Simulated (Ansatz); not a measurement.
Wires are cut from relaxed bulk SiC (F-43m, 10.50 Å³/atom, gap on the mesh 1.37 eV); atoms and period are relaxed, and energies count from that bulk. Caps count from half an H2 molecule.

Computed with DFT PBE, scalar-relativistic, plane waves, PAW (Ansatz).

Cutoff 420 eV; k points 1×1×5 on the computed 32-atom cell (Γ-centred); Gaussian smearing, width 0.05 eV; no spin polarisation.

Start ([111] wire, 14 host atoms a period with H caps):

```yaml
crystal:
  lattice:
    - [15.00000, 0.00000, 0.00000]
    - [0.00000, 14.80000, 0.00000]
    - [0.00000, 0.00000, 7.58592]
  atoms:
    - { symbol: Si, position: [0.51257, 0.50000, 0.00000] }
    - { symbol: C, position: [0.57217, 0.60463, 0.08333] }
    - { symbol: C, position: [0.45297, 0.39537, 0.41667] }
    - { symbol: Si, position: [0.39337, 0.50000, 0.33333] }
    - { symbol: Si, position: [0.63177, 0.50000, 0.66667] }
    - { symbol: C, position: [0.57217, 0.39537, 0.08333] }
    - { symbol: C, position: [0.45297, 0.60463, 0.41667] }
    - { symbol: Si, position: [0.57217, 0.39537, 0.33333] }
    - { symbol: Si, position: [0.45297, 0.60463, 0.66667] }
    - { symbol: C, position: [0.39337, 0.50000, 0.08333] }
    - { symbol: C, position: [0.63177, 0.50000, 0.41667] }
    - { symbol: Si, position: [0.57217, 0.60463, 0.33333] }
    - { symbol: Si, position: [0.45297, 0.39537, 0.66667] }
    - { symbol: C, position: [0.51257, 0.50000, 0.75000] }
    - { symbol: H, position: [0.53792, 0.66476, 0.03544] }
    - { symbol: H, position: [0.64068, 0.60463, 0.03544] }
    - { symbol: H, position: [0.41871, 0.33524, 0.36877] }
    - { symbol: H, position: [0.29972, 0.50000, 0.39881] }
    - { symbol: H, position: [0.67860, 0.41780, 0.73214] }
    - { symbol: H, position: [0.67860, 0.58220, 0.73214] }
    - { symbol: H, position: [0.53792, 0.33524, 0.03544] }
    - { symbol: H, position: [0.64068, 0.39537, 0.03544] }
    - { symbol: H, position: [0.41871, 0.66476, 0.36877] }
    - { symbol: H, position: [0.61900, 0.31317, 0.39881] }
    - { symbol: H, position: [0.35932, 0.60463, 0.73214] }
    - { symbol: H, position: [0.49980, 0.68683, 0.73214] }
    - { symbol: H, position: [0.35911, 0.43987, 0.03544] }
    - { symbol: H, position: [0.35911, 0.56013, 0.03544] }
    - { symbol: H, position: [0.70028, 0.50000, 0.36877] }
    - { symbol: H, position: [0.61900, 0.68683, 0.39881] }
    - { symbol: H, position: [0.35932, 0.39537, 0.73214] }
    - { symbol: H, position: [0.49980, 0.31317, 0.73214] }
```

Problem. Relax it.

Solution. The free energy falls by 5 meV/atom.

```
excess energy (eV per host atom)                      : -0.074
line energy (eV/Å)                                    : -0.133
period (Å)                                            : 7.736
gap on the mesh (eV)                                  : 4.89
highest filled level or Fermi level under vacuum (eV) : 6.19
```

Relaxed structure:
```
CELL_PARAMETERS angstrom
15.00000 0.00000 0.00000
0.00000 14.80000 0.00000
0.00000 0.00000 7.73600
ATOMIC_POSITIONS crystal
Si 0.51258 0.50000 0.99743
C 0.57119 0.60290 0.08761
C 0.45419 0.39752 0.41851
Si 0.39366 0.50000 0.33122
Si 0.63053 0.50000 0.66200
C 0.57119 0.39710 0.08761
C 0.45419 0.60248 0.41851
Si 0.57204 0.39562 0.33123
Si 0.45359 0.60353 0.66200
C 0.39534 0.50000 0.08761
C 0.62933 0.50000 0.41851
Si 0.57204 0.60438 0.33123
Si 0.45359 0.39647 0.66200
C 0.51257 0.50000 0.75030
H 0.53867 0.66498 0.04064
H 0.64050 0.60539 0.04065
H 0.41921 0.33609 0.37415
H 0.29905 0.50000 0.39512
H 0.67976 0.41852 0.72679
H 0.67976 0.58148 0.72679
H 0.53867 0.33502 0.04064
H 0.64050 0.39461 0.04065
H 0.41921 0.66391 0.37415
H 0.61932 0.31258 0.39515
H 0.35935 0.60602 0.72676
H 0.49857 0.68750 0.72678
H 0.35856 0.44041 0.04063
H 0.35856 0.55959 0.04063
H 0.69931 0.50000 0.37417
H 0.61932 0.68742 0.39515
H 0.35935 0.39398 0.72676
H 0.49857 0.31250 0.72678
```

An odd mesh misses points on the zone edge, so a gap read on it can be too wide.

Each run keeps its start's symmetry and one magnetic start, so lower states can exist.

The run took 2.8 min on 4 threads of Intel(R) Xeon(R) Platinum 8375C CPU @ 2.90GHz (Ice Lake) (shared host), peak memory 2.1 GiB.